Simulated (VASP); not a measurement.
# GaN (P6_3mc) in VASP: settings compared, part 3 of 3

VASP 6.6.1. Earlier steps stand in the parts before.

### 6 Band structure, LDA

Contents of INCAR:

```
SYSTEM = GaN
PREC = Accurate ; ENCUT = 520
EDIFF = 1E-6 ; ISMEAR = 0
SIGMA = 0.03 ; LREAL = .FALSE.
LASPH = .TRUE. ; NELM = 80
ALGO = Fast ; ISIF = 2
LWAVE = .FALSE. ; LCHARG = .FALSE.
NBANDS = 26
```

Contents of KPOINTS:

```
Automatic mesh
0
G
  12 12 5
  0 0 0
```

Contents of POSCAR:

```
GaN                                     
1.0
    3.1802303021      0.0000000000     -0.0000000000
   -1.5901151510      2.7541602275      0.0000000000
    0.0000000000      0.0000000000      5.1832172871
  Ga              N             
     2     2
Direct
     0.3333333300000021    0.6666666699999979    0.9992402474439652
     0.6666666699999979    0.3333333300000021    0.4992402474439652
     0.3333333300000021    0.6666666699999979    0.3757597525560348
     0.6666666699999979    0.3333333300000021    0.8757597525560348
```

Contents of KPOINTS_OPT:

```
explicit points
96
Reciprocal
 0.0000000000  0.0000000000  0.0000000000 1
 0.0555555556  0.0000000000  0.0000000000 1
 0.1111111111  0.0000000000  0.0000000000 1
 0.1666666667  0.0000000000  0.0000000000 1
 0.2222222222  0.0000000000  0.0000000000 1
 0.2777777778  0.0000000000  0.0000000000 1
 0.3333333333  0.0000000000  0.0000000000 1
 0.3888888889  0.0000000000  0.0000000000 1
 0.4444444444  0.0000000000  0.0000000000 1
 0.5000000000  0.0000000000  0.0000000000 1
 0.5000000000  0.0000000000  0.0000000000 1
 0.4814814815  0.0370370370  0.0000000000 1
 0.4629629630  0.0740740741  0.0000000000 1
 0.4444444444  0.1111111111  0.0000000000 1
 0.4259259259  0.1481481481  0.0000000000 1
 0.4074074074  0.1851851852  0.0000000000 1
 0.3888888889  0.2222222222  0.0000000000 1
 0.3703703703  0.2592592592  0.0000000000 1
 0.3518518518  0.2962962963  0.0000000000 1
 0.3333333333  0.3333333333  0.0000000000 1
 0.3333333333  0.3333333333  0.0000000000 1
 0.2962962963  0.2962962963  0.0000000000 1
 0.2592592592  0.2592592592  0.0000000000 1
 0.2222222222  0.2222222222  0.0000000000 1
 0.1851851852  0.1851851852  0.0000000000 1
 0.1481481481  0.1481481481  0.0000000000 1
 0.1111111111  0.1111111111  0.0000000000 1
 0.0740740741  0.0740740741  0.0000000000 1
 0.0370370370  0.0370370370  0.0000000000 1
 0.0000000000  0.0000000000  0.0000000000 1
 0.0000000000  0.0000000000  0.0000000000 1
 0.0000000000  0.0000000000  0.0555555556 1
 0.0000000000  0.0000000000  0.1111111111 1
 0.0000000000  0.0000000000  0.1666666667 1
 0.0000000000  0.0000000000  0.2222222222 1
 0.0000000000  0.0000000000  0.2777777778 1
 0.0000000000  0.0000000000  0.3333333333 1
 0.0000000000  0.0000000000  0.3888888889 1
 0.0000000000  0.0000000000  0.4444444444 1
 0.0000000000  0.0000000000  0.5000000000 1
 0.0000000000  0.0000000000  0.5000000000 1
 0.0555555556  0.0000000000  0.5000000000 1
 0.1111111111  0.0000000000  0.5000000000 1
 0.1666666667  0.0000000000  0.5000000000 1
 0.2222222222  0.0000000000  0.5000000000 1
 0.2777777778  0.0000000000  0.5000000000 1
 0.3333333333  0.0000000000  0.5000000000 1
 0.3888888889  0.0000000000  0.5000000000 1
 0.4444444444  0.0000000000  0.5000000000 1
 0.5000000000  0.0000000000  0.5000000000 1
 0.5000000000  0.0000000000  0.5000000000 1
 0.4814814815  0.0370370370  0.5000000000 1
 0.4629629630  0.0740740741  0.5000000000 1
 0.4444444444  0.1111111111  0.5000000000 1
 0.4259259259  0.1481481481  0.5000000000 1
 0.4074074074  0.1851851852  0.5000000000 1
 0.3888888889  0.2222222222  0.5000000000 1
 0.3703703703  0.2592592592  0.5000000000 1
 0.3518518518  0.2962962963  0.5000000000 1
 0.3333333333  0.3333333333  0.5000000000 1
 0.3333333333  0.3333333333  0.5000000000 1
 0.2962962963  0.2962962963  0.5000000000 1
 0.2592592592  0.2592592592  0.5000000000 1
 0.2222222222  0.2222222222  0.5000000000 1
 0.1851851852  0.1851851852  0.5000000000 1
 0.1481481481  0.1481481481  0.5000000000 1
 0.1111111111  0.1111111111  0.5000000000 1
 0.0740740741  0.0740740741  0.5000000000 1
 0.0370370370  0.0370370370  0.5000000000 1
 0.0000000000  0.0000000000  0.5000000000 1
 0.5000000000  0.0000000000  0.5000000000 1
 0.5000000000  0.0000000000  0.4444444444 1
 0.5000000000  0.0000000000  0.3888888889 1
 0.5000000000  0.0000000000  0.3333333333 1
 0.5000000000  0.0000000000  0.2777777778 1
 0.5000000000  0.0000000000  0.2222222222 1
 0.5000000000  0.0000000000  0.1666666667 1
 0.5000000000  0.0000000000  0.1111111111 1
 0.5000000000  0.0000000000  0.0555555556 1
 0.5000000000  0.0000000000  0.0000000000 1
 0.3333333333  0.3333333333  0.0000000000 1
 0.3333333333  0.3333333333  0.0555555556 1
 0.3333333333  0.3333333333  0.1111111111 1
 0.3333333333  0.3333333333  0.1666666667 1
 0.3333333333  0.3333333333  0.2222222222 1
 0.3333333333  0.3333333333  0.2777777778 1
 0.3333333333  0.3333333333  0.3333333333 1
 0.3333333333  0.3333333333  0.3888888889 1
 0.3333333333  0.3333333333  0.4444444444 1
 0.3333333333  0.3333333333  0.5000000000 1
 0.0000000000  0.0000000000  0.0000000000 1
 0.0000000000  0.0000000000  0.5000000000 1
 0.3333333333  0.3333333333  0.5000000000 1
 0.3333333333  0.3333333333  0.0000000000 1
 0.5000000000  0.0000000000  0.5000000000 1
 0.5000000000  0.0000000000  0.0000000000 1
```

Potentials or basis: VASP PAW LDA potentials, release 64 (Ga_d, N).

Command:

```console
> cat potpaw_LDA.64/Ga_d/POTCAR potpaw_LDA.64/N/POTCAR > POTCAR
> mpirun -np 1 vasp_std > vasp.out
```

Wall time 46 s (1 thread of Intel Xeon 6975P-C (Granite Rapids), shared host); peak memory 0.21 GiB.

The run converged. Its results:

* Free energy: -27.8990 eV
* Pressure: -4.1 GPa
* Band gap on the k mesh: 1.97 eV, direct
* Band gap along the path: 1.97 eV, direct

Levels at the corners of the path, in eV from the valence-band top:
```csv
point,band 16,band 17,band 18,band 19,band 20,band 21
Γ,-0.05,0.00,0.00,1.97,4.20,9.07
M,-2.79,-2.26,-1.02,4.93,5.51,5.92
M,-2.79,-2.26,-1.02,4.93,5.51,5.92
K,-3.04,-3.04,-2.78,4.99,7.73,7.73
K,-3.04,-3.04,-2.78,4.99,7.73,7.73
Γ,-0.05,0.00,0.00,1.97,4.20,9.07
Γ,-0.05,0.00,0.00,1.97,4.20,9.07
A,-0.54,-0.54,-0.54,4.23,4.23,8.33
A,-0.54,-0.54,-0.54,4.23,4.23,8.33
L,-1.98,-1.93,-1.93,4.30,4.30,7.64
L,-1.98,-1.93,-1.93,4.30,4.30,7.64
H,-4.28,-1.51,-1.51,6.33,6.33,7.19
H,-4.28,-1.51,-1.51,6.33,6.33,7.19
A,-0.54,-0.54,-0.54,4.23,4.23,8.33
L,-1.98,-1.93,-1.93,4.30,4.30,7.64
M,-2.79,-2.26,-1.02,4.93,5.51,5.92
K,-3.04,-3.04,-2.78,4.99,7.73,7.73
H,-4.28,-1.51,-1.51,6.33,6.33,7.19
```

### 7 Summary

```csv
level,potentials or basis,spin,k mesh,gap on the mesh (eV),pressure (GPa)
PBEsol,"VASP PAW PBE potentials, release 64 (Ga_d, N)",off,12 × 12 × 5,1.91,0.1
PBEsol,"VASP PAW PBE potentials, release 64 (Ga_d, N)","SOC, no magnetisation",9 × 9 × 4,-,0.0
r2SCAN,"VASP PAW PBE potentials, release 64 (Ga_d, N)",off,12 × 12 × 5,2.35,1.5
TB-mBJ,"VASP PAW PBE potentials, release 64 (Ga_d, N)",off,12 × 12 × 5,3.13,-
LDA,"VASP PAW LDA potentials, release 64 (Ga_d, N)",off,12 × 12 × 5,1.97,-4.1
```

Alike in all rows: task band structure; cell as given; cutoff (eV) 520; smearing gaussian 0.03 eV.

Caveats: the PAW data sets were made with another functional, which shifts forces and pressure a little (some runs).

Absolute energies hang on the potentials; compare differences alone.

### 8 Comparison with measurements

Step 2. A measured gap of GaN is 3.503 eV (direct; quoted in “Studying electronic properties in GaN without electrical contacts using γ-γ vs e−-γ Perturbed Angular Correlations”, 2019, pmc:6823545); the calculated 1.91 eV misses it by -1.60 eV. Spin-orbit coupling on Ga is left out. The value is that of PBEsol, without temperature or zero-point motion. Semilocal functionals fall short of measured gaps as a rule.

Step 4. Measured gap of GaN: 3.503 eV (direct; quoted in “Studying electronic properties in GaN without electrical contacts using γ-γ vs e−-γ Perturbed Angular Correlations”, 2019, pmc:6823545). This calculation gives 2.35 eV (-1.15 eV). Spin-orbit coupling on Ga is left out. The value is that of r2SCAN, without temperature or zero-point motion.

Step 5. Measured gap of GaN: 3.503 eV (direct; quoted in “Studying electronic properties in GaN without electrical contacts using γ-γ vs e−-γ Perturbed Angular Correlations”, 2019, pmc:6823545). This calculation gives 3.13 eV (-0.38 eV). Spin-orbit coupling on Ga is left out. The value is that of TB-mBJ, without temperature or zero-point motion.

Step 6. A measured gap of GaN is 3.503 eV (direct; quoted in “Studying electronic properties in GaN without electrical contacts using γ-γ vs e−-γ Perturbed Angular Correlations”, 2019, pmc:6823545); the calculated 1.97 eV misses it by -1.54 eV. Spin-orbit coupling on Ga is left out. The value is that of LDA, without temperature or zero-point motion. Semilocal functionals fall short of measured gaps as a rule.
